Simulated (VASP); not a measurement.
Si: relaxation of the atoms with LDA

The system is Si.

```
Si
1.0
     0.00000    1.94550    1.94550
     1.94550    0.00000    1.94550
     1.94550    1.94550    0.00000
Si
1
Cartesian
  1.9455 0.0000 1.9455
```

This isn't the form of Si at room conditions, which is diamond.

The cell isn't the ideal one: a relaxed cell with its volume scaled by 1.06.

- Program: VASP 6.6.1
- Task: relaxation of the atoms
- Functional: LDA
- Potentials or basis: VASP PAW LDA potentials, release 64 (Si)
- Cutoff: 600 eV
- k mesh: 16 × 16 × 16
- Occupations: methfessel-paxton, width 0.1 eV
- Spin: no spin polarisation
- Further INCAR settings: ALGO = Normal; EDIFF = 1e-07; IBRION = 2; EDIFFG = -0.01; NSW = 40

```yaml
Pressure_after_relaxing: -5.0 GPa
Band_gap_on_the_k_mesh: none (metal or under the smearing width)
```

Final structure:
```yaml
crystal:
  lattice:
    - [0.00000, 1.94550, 1.94550]
    - [1.94550, 0.00000, 1.94550]
    - [1.94550, 1.94550, 0.00000]
  atoms:
    - { symbol: Si, position: [0.00000, 0.00000, 0.00000] }
```

Levels at points of the mesh, in eV from the Fermi level:
| k point | band 1 | band 2 | band 3 | band 4 | band 5 |
| --- | --- | --- | --- | --- | --- |
| (0.00, 0.00, 0.00) | -14.27 | 10.71 | 10.71 | 10.71 | 11.81 |
| (0.50, 0.00, 0.00) | -7.58 | -6.82 | 8.24 | 8.24 | 10.76 |
| (0.50, 0.50, 0.00) | -5.26 | -4.55 | 3.07 | 3.07 | 4.45 |

Wall time 6.7 s on 1 thread of AMD EPYC 9R45 (Zen 5), with other jobs on the host, peak memory 0.1 GiB.

Caveat: the relaxation stopped at its first step, so nothing moved.
